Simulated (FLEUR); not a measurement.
# Ag (Im-3m) in FLEUR: convergence with Kmax

Aim: find how far Kmax must go before the results for Ag settle, at PBE. This setting moves, with any that are tied to it; all else stays.

Everything below comes from runs of FLEUR MaX-R8.1 (later development tree). Logs are shortened: lines on timing, memory, paths and dates and some standing lists are left out, and cuts for length are marked.

## (1) The crystal as given

The structure is cubic, space group Im-3m (No. 229). Conventional cell: a = 3.311 Å, b = 3.311 Å, c = 3.311 Å, α = 90.00°, β = 90.00°, γ = 90.00°. Ag (site symmetry m-3m) has 8 Ag at 2.87 Å as nearest neighbours.

This isn't the form of Ag at room conditions, which is fcc.

## (2) With Kmax 2.6

inp.xml

```xml
<?xml version="1.0" encoding="UTF-8" standalone="no"?>
<fleurInput fleurInputVersion="0.39">
   <comment>
      Ag                                                                                                  
   </comment>
   <calculationSetup>
      <cutoffs Kmax="2.6" Gmax="16.5" GmaxXC="16.5" numbands="0"/>
      <scfLoop itmax="60" minDistance="0.00001" maxIterBroyd="15" imix="Anderson" alpha="0.05" precondParam="0.0" spinf="2.0" sdNocoIR="T"/>
      <coreElectrons ctail="T" frcor="F" kcrel="0" coretail_lmax="0"/>
      <xcFunctional name="pbe" relativisticCorrections="F"/>
      <magnetism jspins="1"/>
      <soc l_soc="F" theta="0.0" phi="0.0" spav="F"/>
      <expertModes spex="0" secvar="F"/>
      <geometryOptimization l_f="T" forcealpha="1.0" forcemix="BFGS" epsdisp="0.0005" epsforce="0.0002"/>
      <ldaU l_linMix="F" mixParam="0.05" spinf="1.0"/>
   </calculationSetup>
   <cell>
      <bzIntegration valenceElectrons="19.0" mode="hist" fermiSmearingEnergy="0.00183747">
         <kPointListSelection listName="default-1"/>
         <!-- k-points included here -->
         <xi:include xmlns:xi="http://www.w3.org/2001/XInclude" href="kpts.xml"> </xi:include>
      </bzIntegration>
      <!-- symmetry operations included here -->
      <xi:include xmlns:xi="http://www.w3.org/2001/XInclude" href="sym.xml"> </xi:include>
      <bulkLattice scale="1.0">
         <bravaisMatrix>
            <row-1>   -3.1287326170984882     3.1287326170984882     3.1287326170984882</row-1>
            <row-2>    3.1287326170984882    -3.1287326170984882     3.1287326170984882</row-2>
            <row-3>    3.1287326170984882     3.1287326170984882    -3.1287326170984882</row-3>
         </bravaisMatrix>
      </bulkLattice>
   </cell>
   <atomSpecies>
      <species name="Silver (Ag)" element="Ag" atomicNumber="47">
         <mtSphere radius="2.51" gridPoints="829" logIncrement="0.016"/>
         <atomicCutoffs lmax="10" lnonsphr="10"/>
         <electronConfig flipSpins="F">
            <coreConfig>(1s1/2) (2s1/2) (2p1/2) (2p3/2) (3s1/2) (3p1/2) (3p3/2) (3d3/2) (3d5/2)</coreConfig>
            <valenceConfig>(4s1/2) (4p1/2) (4p3/2) (5s1/2) (4d3/2) (4d5/2)</valenceConfig>
            <stateOccupation state="(5s1/2)" spinUp="0.500000" spinDown="0.500000"/>
         </electronConfig>
         <energyParameters s="5" p="5" d="4" f="4"/>
         <lo type="SCLO" l="0" n="4" eDeriv="0"/>
         <lo type="SCLO" l="1" n="4" eDeriv="0"/>
         <lo type="SCLO" l="1" n="4" eDeriv="1"/>
         <lo type="SCLO" l="2" n="4" eDeriv="2"/>
         <lo type="SCLO" l="3" n="4" eDeriv="2"/>
      </species>
   </atomSpecies>
   <atomGroups>
      <atomGroup species="Silver (Ag)">
         <relPos label="                   1">.0000000000 .0000000000 .0000000000</relPos>
         <force calculate="T" relaxXYZ="TTT"/>
      </atomGroup>
   </atomGroups>
   <output dos="F" band="F" slice="F">
      <checks vchk="F" cdinf="F"/>
      <bandDOS minEnergy="-.5*Htr" maxEnergy="0.5*Htr" sigma="0.015" storeEVData="T"/>
      <vacuumDOS vacdos="F" integ="F" star="F" nstars="0" locx1="0.0" locy1="0.0" locx2="0.0" locy2="0.0" nstm="0" tworkf="0.0"/>
      <unfoldingBand unfoldBand="F" supercellX="1" supercellY="1" supercellZ="1"/>
      <plotting iplot="0" polar="F">
         <plot TwoD="T" vec1="  1.0  0.0  0.0" vec2="  0.0  1.0  0.0" vec3="  0.0  0.0  1.0" zero="  0.0  0.0  0.0" file="plot"/>
      </plotting>
      <chargeDensitySlicing numkpt="0" minEigenval="0.0" maxEigenval="0.0" nnne="0" pallst="F"/>
      <specialOutput eonly="F"/>
      <moessbauerParams electricFieldGradient="T" isomerShift="T" coreHyperfine="T" valenceHyperfine="T"/>
      <magneticCircularDichroism mcd="F" energyLo="-10.0" energyUp="0.0"/>
   </output>
  <!-- We include the file relax.xml here to enable relaxations (see documentation) -->
  <xi:include xmlns:xi="http://www.w3.org/2001/XInclude" href="relax.xml"> <xi:fallback/> </xi:include>
</fleurInput>
```

crystal.txt

```
Ag
&input cartesian=F /
-1.6556540000  1.6556540000  1.6556540000
1.6556540000  -1.6556540000  1.6556540000
1.6556540000  1.6556540000  -1.6556540000
1.8897261246
1.0 1.0 1.0

1
47 0.0000000000  0.0000000000  0.0000000000

&kpt div1=9 div2=9 div3=9 gamma=T /
```

Potentials or basis: all-electron, FLAPW.

On the command line:

```sh
> inpgen -f crystal.txt -profile fastHighL
> # inp.xml edited to the form shown
> fleur_MPI
```

What it wrote:

```text
Welcome to FLEUR        (www.flapw.de)
      MaX-Release 8.1          (www.max-centre.eu)

 ========== k-point set info ==========
 Selected k-point list: default-1
 k-point list type: mesh
 9 x 9 x 9
 Number of k points: 35

 ------------Calculation Setup---------------------------
 Number of MPI-tasks      :            1
 Number of PE/node        :            1
 Number of OMP-threads    :            1
 Most efficient MPI parallelization for:
           1           5           7          35
 Additional eigenvalue parallelization possible
 Number of basis functions:           78
 Approximate size of matrices (H+S) per k-point:         0.000 GB
 --------------------------------------------------------
 Iteration:     1   Distance:       9.62425578 me/bohr^3
 Iteration:     2   Distance:       8.50655136 me/bohr^3
 Iteration:     3   Distance:       4.81108516 me/bohr^3
 Iteration:     4   Distance:       1.67119607 me/bohr^3
 Iteration:     5   Distance:       2.44554447 me/bohr^3
 Iteration:     6   Distance:       0.47456413 me/bohr^3
 Iteration:     7   Distance:       0.13052992 me/bohr^3
 Iteration:     8   Distance:       0.01704881 me/bohr^3
 Iteration:     9   Distance:       0.01893164 me/bohr^3
 Iteration:    10   Distance:       0.00215584 me/bohr^3
 Iteration:    11   Distance:       0.00215800 me/bohr^3
 Iteration:    12   Distance:       0.00008080 me/bohr^3
 Iteration:    13   Distance:       0.00000290 me/bohr^3

 ********************************************************************
 Run finished successfully
 Stop message:
   Structural relaxation: Done
 ********************************************************************
```

out.xml (last iteration):

```text
<iteration numberForCurrentRun="   14" overallNumber="   14">
         <energyParameters units="Htr">
            <atomicEP atomType="1" spin="1" branch="5s" branchLowest="-3.12" branchHighest="1.45" value="0.1619264629"/>
            <atomicEP atomType="1" spin="1" branch="5p" branchLowest="-1.76" branchHighest="2.11" value="0.3090825723"/>
            <atomicEP atomType="1" spin="1" branch="4d" branchLowest="-12.78" branchHighest="0.23" value="0.1043556389"/>
            <atomicEP atomType="1" spin="1" branch="4f" branchLowest="-9.99" branchHighest="2.22" value="0.6150189665"/>
            <loAtomicEP atomType="1" spin="1" branch="4s" branchLowest="-24.73" branchHighest="-3.12" value="-3.1192801052"/>
            <loAtomicEP atomType="1" spin="1" branch="4p" branchLowest="-20.09" branchHighest="-1.76" value="-1.7831748598"/>
            <loAtomicEP atomType="1" spin="1" branch="4p" branchLowest="-20.09" branchHighest="-1.76" value="-1.7831748598"/>
            <loAtomicEP atomType="1" spin="1" branch="4d" branchLowest="-12.78" branchHighest="0.23" value="0.0976963431"/>
            <loAtomicEP atomType="1" spin="1" branch="4f" branchLowest="-9.99" branchHighest="2.22" value="0.6150205437"/>
         </energyParameters>
         <eigenvalues>
            <eigenvaluesAt spin="1" ikpt="1" k_x="0.00000000" k_y="0.00000000" k_z="0.00000000">
                      -3.1197294151       -1.7756077002       -1.7756077002       -1.7756077002       -0.0215346671
                       0.0829243119        0.0829243119        0.0829243119        0.1264553331        0.1264553331
                       0.8967191595        0.8967191595        0.8967191595        1.0988463533        1.0988463533
            </eigenvaluesAt>
            <eigenvaluesAt spin="1" ikpt="2" k_x="0.00000000" k_y="0.00000000" k_z="0.11111111">
                      -3.1196644972       -1.7761511438       -1.7757829366       -1.7755933771       -0.0075323157
                       0.0799585686        0.0838114674        0.0905345853        0.1235217894        0.1268316662
                       0.8516419324        0.8867553068        0.9044203746        1.0114881181        1.0212538126
            </eigenvaluesAt>
            <eigenvaluesAt spin="1" ikpt="3" k_x="0.00000000" k_y="0.00000000" k_z="0.22222222">
                      -3.1194921817       -1.7774960262       -1.7761131137       -1.7755263712        0.0251925885
                       0.0729604610        0.0908283355        0.1144070484        0.1210144565        0.1294459995
                       0.7140285963        0.8303101566        0.9152428260        0.9231079324        0.9798280687
            </eigenvaluesAt>
            <eigenvaluesAt spin="1" ikpt="4" k_x="0.00000000" k_y="0.00000000" k_z="0.33333333">
                      -3.1193063239       -1.7790980040       -1.7766451685       -1.7753130430        0.0371691206
                       0.0670023313        0.1237645952        0.1344793925        0.1410670780        0.1421505632
                       0.5553770985        0.7691931095        0.8218033537        0.9434184821        0.9832943682
            </eigenvaluesAt>
         </eigenvalues>
         <bandgap value="0.2536263272" units="eV"/>
         <sumValenceSingleParticleEnergies value="-15.7730427260" units="Htr"/>
         <FermiEnergy value="0.2490523524" units="Htr"/>
         <valenceDensity>
            <mtCharges spin="1">
               <mtCharge atomType="1" total="17.6489442" s="2.3835563" p="6.2338379" d="9.0098780" f="0.0154193"/>
            </mtCharges>
            <spinDependentCharge spin="1" total="19.0000000" interstitial="1.3510558" mtSpheres="17.6489442"/>
            <totalCharge value="19.0000000000"/>
         </valenceDensity>
         <coreStates atomType="     1" atomicNumber=" 47" spin="1" kinEnergy="   5366.5771031373" eigValSum="  -3166.5460628568" lostElectrons=" 0.000000">
            <state n="1" l="0" j="0.5" energy="-929.9571103819" weight="1.0000000000"/>
            <state n="2" l="0" j="0.5" energy="-136.5641447571" weight="1.0000000000"/>
            <state n="2" l="1" j="0.5" energy="-126.8775536698" weight="1.0000000000"/>
            <state n="2" l="1" j="1.5" energy="-120.4342411254" weight="2.0000000000"/>
            <state n="3" l="0" j="0.5" energy="-24.7292978972" weight="1.0000000000"/>
            <state n="3" l="1" j="0.5" energy="-20.8766858383" weight="1.0000000000"/>
            <state n="3" l="1" j="1.5" energy="-19.7396804122" weight="2.0000000000"/>
            <state n="3" l="2" j="1.5" energy="-12.9214476397" weight="2.0000000000"/>
            <state n="3" l="2" j="2.5" energy="-12.6925001765" weight="3.0000000000"/>
         </coreStates>
         <allElectronCharges>
            <spinDependentCharge spin="1" total="47.0000000" interstitial="1.3510558" mtSpheres="45.6489442"/>
            <totalCharge value="46.9999999991"/>
         </allElectronCharges>
         <moessbauerParams unitsHFF="kG" unitsIS="e/bohr^3" unitsEFG="Htr/bohr^2">
            <coreIsomerShift atomType="1" isTotal="147445.42492">
               <shell n="1" l="0" isomerShift="129458.84457"/>
               <shell n="2" l="0" isomerShift="14817.04752"/>
               <shell n="2" l="1" isomerShift="309.83947"/>
               <shell n="3" l="0" isomerShift="2797.00933"/>
               <shell n="3" l="1" isomerShift="62.68403"/>
               <shell n="3" l="2" isomerShift="0.00001"/>
            </coreIsomerShift>
            <isomerShift atomType="1" nucleusRadius="0.0001124" averageDensity="147992.30147"/>
            <electricFieldGradient atomType="1" VXX="0.00000" VYY="0.00000" VZZ="0.00000" asymParam="0.00000">
            </electricFieldGradient>
         </moessbauerParams>
         <totalEnergy                                    value="    -5317.2551147589" units="Htr">
            <sumOfEigenvalues                            value="    -3182.3191055828">
               <coreElectrons value="-3166.5460628568"/>
               <valenceElectrons value="-15.7730427260"/>
            </sumOfEigenvalues>
            <densityCoulombPotentialIntegral value="-8551.7785294094"/>
            <densityEffectivePotentialIntegral value="-8746.8222212262"/>
            <chargeDenXCDenIntegral value="-149.5134471690"/>
            <FockExchangeEnergyValence value="0.0000000000"/>
            <FockExchangeEnergyCore value="0.0000000000"/>
            <atomTypeDependentContributions atomType="1">
               <electronNucleiInteractionDifferentMTs value="6437.4239075986"/>
               <MadelungTerm value="-18.9316109300"/>
            </atomTypeDependentContributions>
            <tkbTimesEntropy value="0.0001642022"/>
            <freeEnergy value="-5317.2552789610"/>
            <extrapolationTo0K value="-5317.2551968600"/>
         </totalEnergy>
         <totalForcesOnRepresentativeAtoms units="Htr/bohr">
            <forceTotal atomType="1" x="0.000000" y="0.000000" z="0.000000" F_x="0.00000000" F_y="0.00000000" F_z="0.00000000"/>
         </totalForcesOnRepresentativeAtoms>
      </iteration>
```

Wall time 11 s (1 thread of Arm Neoverse V2, shared host); peak memory 0.06 GiB.

What came out:

```
Free energy                                           : -144689.8872 eV
Band gap on the k mesh                                : none (metal or under the smearing width)
Valence electrons inside the program's atomic spheres : Ag 17.65 (radii Ag 2.51 bohr)
```

## (3) With Kmax 3

inp.xml, as its differences from that of step 2:

```diff
@@ -6,3 +6,3 @@
    <calculationSetup>
-      <cutoffs Kmax="2.6" Gmax="16.5" GmaxXC="16.5" numbands="0"/>
+      <cutoffs Kmax="3.0" Gmax="16.5" GmaxXC="16.5" numbands="0"/>
       <scfLoop itmax="60" minDistance="0.00001" maxIterBroyd="15" imix="Anderson" alpha="0.05" precondParam="0.0" spinf="2.0" sdNocoIR="T"/>
```

crystal.txt is that of step 2.

Potentials or basis: all-electron, FLAPW.

On the command line:

```sh
> inpgen -f crystal.txt -profile fastHighL
> # inp.xml edited to the form shown
> fleur_MPI
```

It took 12 s on 1 thread of Arm Neoverse V2, shared host; peak memory 0.06 GiB.

What came out:

| Quantity | Value |
| --- | --- |
| Free energy | -144690.9664 eV |
| Band gap on the k mesh | none (metal or under the smearing width) |
| Valence electrons inside the program's atomic spheres | Ag 17.71 (radii Ag 2.51 bohr) |

## (4) With Kmax 3.4

inp.xml, as its differences from that of step 3:

```diff
@@ -6,3 +6,3 @@
    <calculationSetup>
-      <cutoffs Kmax="3.0" Gmax="16.5" GmaxXC="16.5" numbands="0"/>
+      <cutoffs Kmax="3.4" Gmax="16.5" GmaxXC="16.5" numbands="0"/>
       <scfLoop itmax="60" minDistance="0.00001" maxIterBroyd="15" imix="Anderson" alpha="0.05" precondParam="0.0" spinf="2.0" sdNocoIR="T"/>
```

crystal.txt is that of step 3.

On the command line:

```sh
> inpgen -f crystal.txt -profile fastHighL
> # inp.xml edited to the form shown
> fleur_MPI
```

Run time: 13 s. Hardware: 1 thread of Arm Neoverse V2, shared host; peak memory 0.06 GiB.

What came out:

| Item | Value |
| --- | --- |
| Free energy | -144691.2329 eV |
| Band gap on the k mesh | none (metal or under the smearing width) |
| Valence electrons inside the program's atomic spheres | Ag 17.73 (radii Ag 2.51 bohr) |

## (5) With Kmax 3.8

inp.xml, as its differences from that of step 4:

```diff
@@ -6,3 +6,3 @@
    <calculationSetup>
-      <cutoffs Kmax="3.4" Gmax="16.5" GmaxXC="16.5" numbands="0"/>
+      <cutoffs Kmax="3.8" Gmax="16.5" GmaxXC="16.5" numbands="0"/>
       <scfLoop itmax="60" minDistance="0.00001" maxIterBroyd="15" imix="Anderson" alpha="0.05" precondParam="0.0" spinf="2.0" sdNocoIR="T"/>
```

crystal.txt is that of step 4.

On the command line:

```sh
> inpgen -f crystal.txt -profile fastHighL
> # inp.xml edited to the form shown
> fleur_MPI
```

It took 14 s on 1 thread of Arm Neoverse V2, shared host; peak memory 0.06 GiB.

Results:

- Free energy: -144691.2905 eV
- Band gap on the k mesh: none (metal or under the smearing width)
- Valence electrons inside the program's atomic spheres: Ag 17.73 (radii Ag 2.51 bohr)

## (6) With Kmax 4.2

inp.xml, as its differences from that of step 5:

```diff
@@ -6,3 +6,3 @@
    <calculationSetup>
-      <cutoffs Kmax="3.8" Gmax="16.5" GmaxXC="16.5" numbands="0"/>
+      <cutoffs Kmax="4.2" Gmax="16.5" GmaxXC="16.5" numbands="0"/>
       <scfLoop itmax="60" minDistance="0.00001" maxIterBroyd="15" imix="Anderson" alpha="0.05" precondParam="0.0" spinf="2.0" sdNocoIR="T"/>
```

crystal.txt is that of step 5.

Potentials or basis: all-electron, FLAPW.

On the command line:

```sh
> inpgen -f crystal.txt -profile fastHighL
> # inp.xml edited to the form shown
> fleur_MPI
```

It took 17 s on 1 thread of Arm Neoverse V2, shared host; peak memory 0.06 GiB.

What came out:

- Free energy: -144691.3022 eV
- Band gap on the k mesh: none (metal or under the smearing width)
- Valence electrons inside the program's atomic spheres: Ag 17.73 (radii Ag 2.51 bohr)

## (7) With Kmax 4.6

inp.xml, as its differences from that of step 6:

```diff
@@ -6,3 +6,3 @@
    <calculationSetup>
-      <cutoffs Kmax="4.2" Gmax="16.5" GmaxXC="16.5" numbands="0"/>
+      <cutoffs Kmax="4.6" Gmax="16.5" GmaxXC="16.5" numbands="0"/>
       <scfLoop itmax="60" minDistance="0.00001" maxIterBroyd="15" imix="Anderson" alpha="0.05" precondParam="0.0" spinf="2.0" sdNocoIR="T"/>
```

crystal.txt is that of step 6.

On the command line:

```sh
> inpgen -f crystal.txt -profile fastHighL
> # inp.xml edited to the form shown
> fleur_MPI
```

Wall time 20 s (1 thread of Arm Neoverse V2, shared host); peak memory 0.06 GiB.

Results:

```
Free energy                                           : -144691.3045 eV
Band gap on the k mesh                                : none (metal or under the smearing width)
Valence electrons inside the program's atomic spheres : Ag 17.73 (radii Ag 2.51 bohr)
```

## (8) With Kmax 5

inp.xml, as its differences from that of step 7:

```diff
@@ -6,3 +6,3 @@
    <calculationSetup>
-      <cutoffs Kmax="4.6" Gmax="16.5" GmaxXC="16.5" numbands="0"/>
+      <cutoffs Kmax="5.0" Gmax="16.5" GmaxXC="16.5" numbands="0"/>
       <scfLoop itmax="60" minDistance="0.00001" maxIterBroyd="15" imix="Anderson" alpha="0.05" precondParam="0.0" spinf="2.0" sdNocoIR="T"/>
```

crystal.txt is that of step 7.

On the command line:

```sh
> inpgen -f crystal.txt -profile fastHighL
> # inp.xml edited to the form shown
> fleur_MPI
```

Wall time 23 s (1 thread of Arm Neoverse V2, shared host); peak memory 0.07 GiB.

What came out:

| Item | Value |
| --- | --- |
| Free energy | -144691.3049 eV |
| Band gap on the k mesh | none (metal or under the smearing width) |
| Valence electrons inside the program's atomic spheres | Ag 17.73 (radii Ag 2.51 bohr) |

## (9) With Kmax 5.5

inp.xml, as its differences from that of step 8:

```diff
@@ -6,3 +6,3 @@
    <calculationSetup>
-      <cutoffs Kmax="5.0" Gmax="16.5" GmaxXC="16.5" numbands="0"/>
+      <cutoffs Kmax="5.5" Gmax="16.5" GmaxXC="16.5" numbands="0"/>
       <scfLoop itmax="60" minDistance="0.00001" maxIterBroyd="15" imix="Anderson" alpha="0.05" precondParam="0.0" spinf="2.0" sdNocoIR="T"/>
```

crystal.txt is that of step 8.

Potentials or basis: all-electron, FLAPW.

On the command line:

```sh
> inpgen -f crystal.txt -profile fastHighL
> # inp.xml edited to the form shown
> fleur_MPI
```

Wall time 31 s (1 thread of Arm Neoverse V2, shared host); peak memory 0.07 GiB.

Results:

| Item | Value |
| --- | --- |
| Free energy | -144691.3051 eV |
| Band gap on the k mesh | none (metal or under the smearing width) |
| Valence electrons inside the program's atomic spheres | Ag 17.73 (radii Ag 2.51 bohr) |

## (10) Summary

| Kmax | energy less the tightest run, at zero smearing (meV/atom) | SCF cycles | CPU time (s) | peak memory (GiB) |
| --- | --- | --- | --- | --- |
| 2.6 | 1417.95 | 14 | 11 | 0.06 |
| 3 | 338.68 | 14 | 12 | 0.06 |
| 3.4 | 72.13 | 14 | 13 | 0.06 |
| 3.8 | 14.58 | 14 | 14 | 0.06 |
| 4.2 | 2.88 | 14 | 17 | 0.06 |
| 4.6 | 0.58 | 14 | 20 | 0.06 |
| 5 | 0.12 | 14 | 23 | 0.07 |
| 5.5 | 0.00 | 14 | 31 | 0.07 |

Against the tightest run, the energy stays within 1 meV/atom from 4.6 on. The tightest run that finished is the yardstick and may itself not be fully converged.
